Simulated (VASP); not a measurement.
# TaSi2 (P1) in VASP: convergence with PREC

Aim: find how far PREC must go before the results for TaSi2 settle, at PBE. This setting moves, with any that are tied to it; all else stays.

Everything below comes from runs of VASP 6.6.1. Logs are shortened: lines on timing, memory, paths and dates and some standing lists are left out, and cuts for length are marked.

## 1. The cell of the first run

The typed cell holds 9 atoms: a = 4.784 Å, b = 4.784 Å, c = 6.570 Å, α = 90.00°, β = 90.00°, γ = 120.00°.

The cell isn't the ideal one: atoms moved at random, drawn with an rms of 0.02 Å.

## 2. With PREC Low

INCAR reads:

```
PREC = Low
ENCUT = 500
EDIFF = 1E-7
ISMEAR = 0
SIGMA = 0.02
LREAL = F
LASPH = T
NELM = 100
ALGO = Normal
ISIF = 2
LWAVE = F
LCHARG = F
GGA = PE
```

KPOINTS reads:

```
Automatic mesh
0
Gamma
  5 5 3
```

POSCAR reads:

```
TaSi2
1.0
    4.7839000000      0.0000000000      0.0000000000
   -2.3919500000      4.1429789292      0.0000000000
    0.0000000000      0.0000000000      6.5700000000
Ta Si
3 6
Direct
   -0.0041710000      0.4981310000      0.3320580000
    0.5004940000      0.5029370000      0.6646960000
    0.4992760000     -0.0005830000     -0.0004670000
    0.3203600000      0.1600690000      0.3331610000
    0.1596140000      0.8409300000      0.6662560000
    0.8397640000      0.6768310000      0.0011850000
    0.6826520000      0.8410480000      0.3343120000
    0.8406490000      0.1620840000      0.6667140000
    0.1574490000      0.3208280000     -0.0012220000
```

Potentials or basis: VASP PAW PBE potentials, release 64 (Ta, Si).

Command:

```
$ cat potpaw_PBE.64/Ta/POTCAR potpaw_PBE.64/Si/POTCAR > POTCAR
$ mpirun -np 1 vasp_std > vasp.out
```

It took 47 s on 1 thread of Intel Xeon 6975P-C (Granite Rapids), shared host; peak memory 0.19 GiB.

Results:

```
Free energy            : -72.3139 eV
Pressure               : 2.6 GPa
Largest force          : 0.410 eV/Å
Band gap on the k mesh : none (metal or under the smearing width)
```

## 3. With PREC Medium

INCAR, as its differences from that of step 2:

```diff
@@ -1,2 +1,2 @@
-PREC = Low
+PREC = Medium
 ENCUT = 500
```

KPOINTS is that of step 2.

POSCAR is that of step 2.

Potentials or basis: VASP PAW PBE potentials, release 64 (Ta, Si).

Command:

```
$ cat potpaw_PBE.64/Ta/POTCAR potpaw_PBE.64/Si/POTCAR > POTCAR
$ mpirun -np 1 vasp_std > vasp.out
```

Wall time 47 s (1 thread of Intel Xeon 6975P-C (Granite Rapids), shared host); peak memory 0.19 GiB.

Results:

* Free energy: -72.3138 eV
* Pressure: 2.6 GPa
* Largest force: 0.410 eV/Å
* Band gap on the k mesh: none (metal or under the smearing width)

## 4. With PREC Single

INCAR, as its differences from that of step 3:

```diff
@@ -1,2 +1,2 @@
-PREC = Medium
+PREC = Single
 ENCUT = 500
```

KPOINTS is that of step 3.

POSCAR is that of step 3.

Command:

```
$ cat potpaw_PBE.64/Ta/POTCAR potpaw_PBE.64/Si/POTCAR > POTCAR
$ mpirun -np 1 vasp_std > vasp.out
```

Wall time 60 s (1 thread of Intel Xeon 6975P-C (Granite Rapids), shared host); peak memory 0.2 GiB.

What came out:

| Item | Value |
| --- | --- |
| Free energy | -72.3142 eV |
| Pressure | 2.6 GPa |
| Largest force | 0.411 eV/Å |
| Band gap on the k mesh | none (metal or under the smearing width) |

## 5. With PREC Normal

INCAR, as its differences from that of step 4:

```diff
@@ -1,2 +1,2 @@
-PREC = Single
+PREC = Normal
 ENCUT = 500
```

KPOINTS is that of step 4.

POSCAR is that of step 4.

Command:

```
$ cat potpaw_PBE.64/Ta/POTCAR potpaw_PBE.64/Si/POTCAR > POTCAR
$ mpirun -np 1 vasp_std > vasp.out
```

Run time: 48 s. Hardware: 1 thread of Intel Xeon 6975P-C (Granite Rapids), shared host; peak memory 0.24 GiB.

What came out:

| Item | Value |
| --- | --- |
| Free energy | -72.3143 eV |
| Pressure | 2.6 GPa |
| Largest force | 0.411 eV/Å |
| Band gap on the k mesh | none (metal or under the smearing width) |

## 6. With PREC High

INCAR, as its differences from that of step 5:

```diff
@@ -1,2 +1,2 @@
-PREC = Normal
+PREC = High
 ENCUT = 500
```

KPOINTS is that of step 5.

POSCAR is that of step 5.

Potentials or basis: VASP PAW PBE potentials, release 64 (Ta, Si).

Command:

```
$ cat potpaw_PBE.64/Ta/POTCAR potpaw_PBE.64/Si/POTCAR > POTCAR
$ mpirun -np 1 vasp_std > vasp.out
```

It took 77 s on 1 thread of Intel Xeon 6975P-C (Granite Rapids), shared host; peak memory 0.21 GiB.

Results:

```yaml
Free_energy: -72.3143 eV
Pressure: 2.6 GPa
Largest_force: 0.411 eV/Å
Band_gap_on_the_k_mesh: none (metal or under the smearing width)
```

## 7. With PREC Accurate

INCAR, as its differences from that of step 6:

```diff
@@ -1,2 +1,2 @@
-PREC = High
+PREC = Accurate
 ENCUT = 500
```

KPOINTS is that of step 6.

POSCAR is that of step 6.

Potentials or basis: VASP PAW PBE potentials, release 64 (Ta, Si).

Command:

```
$ cat potpaw_PBE.64/Ta/POTCAR potpaw_PBE.64/Si/POTCAR > POTCAR
$ mpirun -np 1 vasp_std > vasp.out
```

OUTCAR:

```text
PREC = Accurate
   ENCUT = 500
   EDIFF = 1E-7
   ISMEAR = 0
   LREAL = F
   LASPH = T
   NELM = 100
   ISIF = 2
   GGA = PE

 ion  position               nearest neighbor table
   1  0.996  0.498  0.332-   6 2.58   9 2.60   8 2.60   5 2.62   7 2.72   7 2.72   4 2.74   4 2.75
                             4 2.80   7 2.85   3 3.23   2 3.23   3 3.25   2 3.25
   2  0.500  0.503  0.665-   7 2.58   4 2.60   9 2.62   6 2.62   5 2.73   8 2.73   8 2.73   5 2.74
                             5 2.81   8 2.82   1 3.23   3 3.24   1 3.25   3 3.26
   3  0.499  0.999  1.000-   5 2.60   8 2.60   4 2.60   7 2.62   9 2.73   6 2.73   6 2.75   9 2.75
                             6 2.81   9 2.81   1 3.23   2 3.24   1 3.25   2 3.26
   4  0.320  0.160  0.333-   5 2.56   9 2.57   2 2.60   3 2.60   7 2.64   1 2.74   1 2.75   1 2.80
                             7 2.82   7 2.82
   5  0.160  0.841  0.666-   4 2.56   6 2.57   3 2.60   1 2.62   8 2.65   2 2.73   2 2.74   2 2.81
                             8 2.81   8 2.82
   6  0.840  0.677  0.001-   7 2.56   5 2.57   1 2.58   2 2.62   9 2.67   3 2.73   3 2.75   9 2.79
                             3 2.81   9 2.83
   7  0.683  0.841  0.334-   8 2.56   6 2.56   2 2.58   3 2.62   4 2.64   1 2.72   1 2.72   4 2.82
                             4 2.82   1 2.85
   8  0.841  0.162  0.667-   9 2.55   7 2.56   1 2.60   3 2.60   5 2.65   2 2.73   2 2.73   5 2.81
                             2 2.82   5 2.82
   9  0.157  0.321  0.999-   8 2.55   4 2.57   1 2.60   2 2.62   6 2.67   3 2.73   3 2.75   6 2.79
                             3 2.81   6 2.83

  LATTYP: Found a hexagonal cell.
 ALAT       =     4.7839000000
 C/A-ratio  =     1.3733564665

  Lattice vectors:

 A1 = (   4.7839000000,   0.0000000000,   0.0000000000)
 A2 = (  -2.3919500000,   4.1429789292,   0.0000000000)
 A3 = (   0.0000000000,   0.0000000000,   6.5700000000)

Analysis of symmetry for initial positions (statically):
=====================================================================
 Subroutine PRICEL returns:
 Original cell was already a primitive cell.

 Routine SETGRP: Setting up the symmetry group for a
 hexagonal supercell.

 Subroutine GETGRP returns: Found  1 space group operations
 (whereof  1 operations were pure point group operations)
 out of a pool of 24 trial point group operations.

The static configuration has the point symmetry C_1 .

Analysis of symmetry for dynamics (positions and initial velocities):
=====================================================================
 Subroutine PRICEL returns:
 Original cell was already a primitive cell.

 Routine SETGRP: Setting up the symmetry group for a
 hexagonal supercell.

 Subroutine GETGRP returns: Found  1 space group operations
 (whereof  1 operations were pure point group operations)
 out of a pool of 24 trial point group operations.

The dynamic configuration has the point symmetry C_1 .

 Subroutine INISYM returns: Found  1 space group operations
 (whereof  1 operations are pure point group operations),
 and found     1 'primitive' translations

----------------------------------------------------------------------------------------

                                     Primitive cell

  volume of cell :     130.2148

  direct lattice vectors                    reciprocal lattice vectors
     4.783900000  0.000000000  0.000000000     0.209034470  0.120686107  0.000000000
    -2.391950000  4.142978929  0.000000000     0.000000000  0.241372215  0.000000000
     0.000000000  0.000000000  6.570000000     0.000000000  0.000000000  0.152207002

  length of vectors
     4.783900000  4.783900000  6.570000000     0.241372215  0.241372215  0.152207002
[... 54 lines left out ...]
  0.000000  0.200000  0.000000      2.000000
 -0.200000  0.200000  0.000000      2.000000
  0.400000  0.000000  0.000000      2.000000
  0.000000  0.400000  0.000000      2.000000
[... 16 lines left out ...]
 -0.400000  0.400000  0.333333      2.000000
 -0.400000 -0.000000  0.333333      2.000000
 [... further k-points ...]
   k-points           NKPTS =     38   k-points in BZ     NKDIM =     38   number of bands    NBANDS=     24
   number of dos      NEDOS =    301   number of ions     NIONS =      9
   total plane-waves  NPLWV =  62208
   dimension x,y,z NGX =    36 NGY =   36 NGZ =   48
   dimension x,y,z NGXF=    72 NGYF=   72 NGZF=   96
   ions per type =               3   6
   NGX,Y,Z   is equivalent  to a cutoff of  12.51, 12.51, 12.15 a.u.
   NGXF,Y,Z  is equivalent  to a cutoff of  25.02, 25.02, 24.29 a.u.
 SYSTEM =  unknown system
   PREC   = accura    normal or accurate (medium, high low for compatibility)
   ISTART =      0    job   : 0-new  1-cont  2-samecut
   ICHARG =      2    charge: 1-file 2-atom 10-const
   ISPIN  =      1    spin polarized calculation?
   LNONCOLLINEAR =      F non collinear calculations
   LSORBIT =      F    spin-orbit coupling
   LASPH  =      T    aspherical Exc in radial PAW
   ENCUT  =  500.0 eV  36.75 Ry    6.06 a.u.   8.72  8.72 11.98*2*pi/ulx,y,z
   NELM   =    100;   NELMIN=  2; NELMDL= -5     # of ELM steps
   EDIFF  = 0.1E-06   stopping-criterion for ELM
   LREAL  =      F    real-space projection
   EDIFFG = 0.1E-05   stopping-criterion for IOM
   NSW    =      0    number of steps for IOM
   IBRION =     -1    ionic relax: 0-MD 1-quasi-New 2-CG
   NFREE  =      0    steps in history (QN), initial steepest desc. (CG)
   ISIF   =      2    stress and relaxation
   ISYM   =      2    0-nonsym 1-usesym 2-fastsym
   POTIM  = 0.5000    time-step for ionic-motion
   TEBEG  =    0.0;   TEEND  =   0.0 temperature during run
   PSTRESS=    0.0 pullay stress
   NELECT =      39.0000    total number of electrons
   NUPDOWN=      -1.0000    fix difference up-down
   EMIN   =  10.00;   EMAX   =-10.00  energy-range for DOS
   EFERMI =   0.00;   METHOD = LEGACY
   ISMEAR =     0;   SIGMA  =   0.02  broadening in eV -4-tet -1-fermi 0-gaus
   EFERMI_NEDOS =   21; number of points for ismear=-14 and -15
   IALGO  =     38    algorithm
   IMIX   =      4    mixing-type and parameters
     AMIX     =   0.40;   BMIX     =  1.00
     AMIX_MAG =   1.60;   BMIX_MAG =  1.00
  volume/ion in A,a.u.               =      14.47        97.64
  Fermi-wavevector in a.u.,A,eV,Ry     =   1.095325  2.069864 16.323409  1.199737
  Thomas-Fermi vector in A             =   2.231646
   LORBIT       =      0    0 simple, 1 ext, 2 COOP (PROOUT), +10 PAW based schemes
   GGA     = PE    functional components
   LHFCALC =     F    Hartree Fock is set to
   AEXX    =    0.0000 exact exchange contribution
   IVDW    =     0    specifies the selected vdW correction
   LEPSILON=     F    determine dielectric tensor
   LRPA    =     F    only Hartree local field effects (RPA)
 non-spin polarized calculation
 Gauss-broadening in eV      SIGMA  =   0.02
  energy-cutoff  :      500.00
  volume of cell :      130.21
 maximum number of plane-waves:      3318
   NGX = 17   NGY = 17   NGZ = 23

 number of electron      39.0000000 magnetization

 Free energy of the ion-electron system (eV)
  ---------------------------------------------------
  ext. energy  EPLUGINS =         0.00000000
  ---------------------------------------------------
  free energy    TOTEN  =       -72.31425614 eV

  energy without entropy =      -72.31351474  energy(sigma->0) =      -72.31388544

 E-fermi :   9.4903     XC(G=0): -11.9872

 val. band max:        9.4857501084   @ k =  -0.4000  -0.4000   0.3333
 cond. band min:       9.5349459811   @ k =   0.0000  -0.2000   0.3333
 fundamental gap:      0.0491958727
 Fermi energy:         9.4902786264

 k-point     1 :       0.0000    0.0000    0.0000
  band No.  band energies     occupation
      1      -3.8914      2.00000
      2      -0.6055      2.00000
      3      -0.5853      2.00000
      4       2.9625      2.00000
      5       3.5118      2.00000
      6       3.5299      2.00000
[... 637 lines left out ...]
     23      11.5352      0.00000
     24      11.7683      0.00000

 [... further k-points ...]
[... 5 lines left out ...]
  --------------------------------------------------------------------------------------
  -------------------------------------------------------------------------------------
  Total        2.4690014      2.4873620      1.2850655      0.0251194     -0.1938958      0.0789092
  in kB       30.3788785     30.6047891     15.8115938      0.3090718     -2.3857163      0.9709074
  external PRESSURE =      25.5984204 kB  Pullay stress =       0.0000000 kB

 VOLUME and BASIS-vectors are now :
 -----------------------------------------------------------------------------
  energy-cutoff  :      500.00
  volume of cell :      130.21
      direct lattice vectors                 reciprocal lattice vectors
     4.783900000  0.000000000  0.000000000     0.209034470  0.120686107  0.000000000
    -2.391950000  4.142978929  0.000000000     0.000000000  0.241372215  0.000000000
     0.000000000  0.000000000  6.570000000     0.000000000  0.000000000  0.152207002

 POSITION                                       TOTAL-FORCE (eV/Angst)
 -----------------------------------------------------------------------------------
      3.57244      2.06375      2.18162         0.244655      0.115243      0.180683
      1.19131      2.08366      4.36705         0.020568     -0.183614      0.256860
     -0.00207      4.14056      6.56693         0.003103      0.017377      0.024073
      1.14969      0.66316      2.18887        -0.214150     -0.106326     -0.052373
     -1.24789      3.48396      4.37730        -0.157441      0.100004     -0.018059
      2.39840      2.80410      0.00779        -0.195820      0.295799     -0.206804
      1.25399      3.48444      2.19643         0.010192      0.111130     -0.173327
      3.63388      0.67151      4.38031         0.121755     -0.127240     -0.007164
     -0.01418      1.32918      6.56197         0.167138     -0.222374     -0.003890
 -----------------------------------------------------------------------------------
    total drift:                               -0.000011      0.000008     -0.000025

  FREE ENERGIE OF THE ION-ELECTRON SYSTEM (eV)
  ---------------------------------------------------
  free  energy   TOTEN  =       -72.3142561449 eV

  energy  without entropy=      -72.3135147407  energy(sigma->0) =      -72.31388544
```

It took 64 s on 1 thread of Intel Xeon 6975P-C (Granite Rapids), shared host; peak memory 0.29 GiB.

Results:

* Free energy: -72.3143 eV
* Pressure: 2.6 GPa
* Largest force: 0.411 eV/Å
* Band gap on the k mesh: none (metal or under the smearing width)

## 8. The series at a glance

```
    PREC  energy less the tightest run, at zero smearing (meV/atom)  SCF cycles  CPU time (s)  peak memory (GiB)
     Low                                                       0.04          17            47               0.19
  Medium                                                       0.05          17            47               0.19
  Single                                                       0.01          17            59                0.2
  Normal                                                       0.00          17            47               0.24
    High                                                       0.00          17            77               0.21
Accurate                                                       0.00          17            64               0.29
```

Against the tightest run, the energy stays within 1 meV/atom from Low on. The tightest run that finished is the yardstick and may itself not be fully converged.
